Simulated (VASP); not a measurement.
# PbS: forms and broadenings of the independent-particle spectrum

PbS, Cmcm (no. 63), 4 atoms in the cell. PBE, independent-particle dielectric function; PAW potentials Pb_d, S (PBE set).

## Input

INCAR.step1:
```
PREC = Accurate ; ENCUT = 300
ISMEAR = 0 ; SIGMA = 0.02
EDIFF = 1E-8 ; LASPH = True
KPAR = 4 ; LWAVE = False
LCHARG = False ; LEPSILON = True
```

INCAR.step2, as INCAR.step1 but for:
```
- LWAVE = False
- LEPSILON = True
+ LWAVE = True
+ NBANDS = 68
```

INCAR.step3:
```
PREC = Accurate ; ENCUT = 300
ISMEAR = 0 ; SIGMA = 0.02
EDIFF = 1E-7 ; LASPH = True
KPAR = 4 ; LWAVE = False
LCHARG = False ; LOPTICS = True
NBANDS = 68 ; NEDOS = 2000
CSHIFT = 0.1 ; ALGO = None
NELM = 1 ; ISTART = 1
```

INCAR.step4, as INCAR.step3 but for:
```
+ LNABLA = True
```

INCAR.step5, as INCAR.step4 but for:
```
- LNABLA = True
+ LPEAD = True
+ IPEAD = 3
```

INCAR.step6, as INCAR.step5 but for:
```
- IPEAD = 3
+ IPEAD = 1
```

INCAR.step7 changes the same tag again: IPEAD = 4.

INCAR.step8, as INCAR.step7 but for:
```
- CSHIFT = 0.1
- LPEAD = True
- IPEAD = 4
+ CSHIFT = 0.03
```

INCAR.step9, as INCAR.step8 but for:
```
- CSHIFT = 0.03
+ CSHIFT = 0.01
```

INCAR.step10 changes the same tag again: CSHIFT = 0.3.

INCAR.step11, as INCAR.step10 but for:
```
- ISMEAR = 0
- CSHIFT = 0.3
+ ISMEAR = -5
+ CSHIFT = 0.1
```

INCAR.step12, as INCAR.step11 but for:
```
- ISMEAR = -5
- SIGMA = 0.02
+ ISMEAR = 0
+ SIGMA = 0.2
```

INCAR.step13, as INCAR.step12 but for:
```
- SIGMA = 0.2
+ SIGMA = 0.02
+ OMEGAMAX = 12
```

INCAR.step14, as INCAR.step13 but for:
```
- OMEGAMAX = 12
+ OMEGAMAX = 60
```

KPOINTS:
```
k-points
0
Gamma
  4 4 4
```

POSCAR:
```
PbS
1.0
    2.0799526950     -5.9912968650      0.0000000000
    2.0799526950      5.9912968650      0.0000000000
    0.0000000000      0.0000000000      4.2793209400
Pb S
2 2
Direct
    0.1305633500      0.8694366500      0.2500000000
    0.8694366500      0.1305633500      0.7500000000
    0.3547970900      0.6452029100      0.2500000000
    0.6452029100      0.3547970900      0.7500000000
```

Commands (each step's output is kept before the next begins):
```
cat potpaw_PBE.64/Pb_d/POTCAR potpaw_PBE.64/S/POTCAR > POTCAR
cp INCAR.step1 INCAR
mpirun -np 4 vasp_std > vasp.out
rm WAVECAR CHG
cp INCAR.step2 INCAR
mpirun -np 4 vasp_std > vasp.out
cp INCAR.step3 INCAR
mpirun -np 4 vasp_std > vasp.out
cp INCAR.step4 INCAR
mpirun -np 4 vasp_std > vasp.out
cp INCAR.step5 INCAR
mpirun -np 4 vasp_std > vasp.out
cp INCAR.step6 INCAR
mpirun -np 4 vasp_std > vasp.out
cp INCAR.step7 INCAR
mpirun -np 4 vasp_std > vasp.out
cp INCAR.step8 INCAR
mpirun -np 4 vasp_std > vasp.out
cp INCAR.step9 INCAR
mpirun -np 4 vasp_std > vasp.out
cp INCAR.step10 INCAR
mpirun -np 4 vasp_std > vasp.out
cp INCAR.step11 INCAR
mpirun -np 4 vasp_std > vasp.out
cp INCAR.step12 INCAR
mpirun -np 4 vasp_std > vasp.out
cp INCAR.step13 INCAR
mpirun -np 4 vasp_std > vasp.out
cp INCAR.step14 INCAR
mpirun -np 4 vasp_std > vasp.out
```

## Result

- Direct gap on the mesh (eV): 1.65
- Gap on the mesh (eV): 1.29
- Bands: 68

One ground state, settings moved in the last step alone:

| Settings | ε at zero frequency | Mean energy of the absorption, weighted by Im ε (eV) | Time (s) |
|---|---|---|---|
| longitudinal form, CSHIFT 0.1 | 13.13 | 4.70 | 4 |
| transversal form (LNABLA) | 14.01 | 4.82 | 4 |
| finite differences (LPEAD), order 3 | 13.62 | 4.91 | 8 |
| finite differences (LPEAD), order 1 | 11.85 | 5.28 | 5 |
| finite differences (LPEAD), order 4 | 13.99 | 4.89 | 10 |
| CSHIFT 0.03 | 13.15 | 4.68 | 4 |
| CSHIFT 0.01 | 13.15 | 4.69 | 4 |
| CSHIFT 0.3 | 13.04 | 4.76 | 4 |
| tetrahedron method | 11.45 | 5.17 | 3 |
| SIGMA 0.2 | 13.16 | 4.70 | 4 |
| OMEGAMAX 12, which cuts the spectrum short | 12.80 | 4.68 | 3 |
| OMEGAMAX 60 | 13.13 | 4.70 | 3 |

The mean energy covers the spectrum up to 12 eV.

On the same mesh, density-functional perturbation theory with local fields gives ε = 12.24.

Limits: The 4×4×4 mesh is coarse for a spectrum: peaks stand apart that a denser mesh merges, and ε at zero frequency can be far too high; spin-orbit coupling is left out, which can matter with atoms this heavy.

VASP 6.6.1 took 183 s on 4 cores (Intel Xeon Platinum 8488C (Sapphire Rapids)), a shared host.
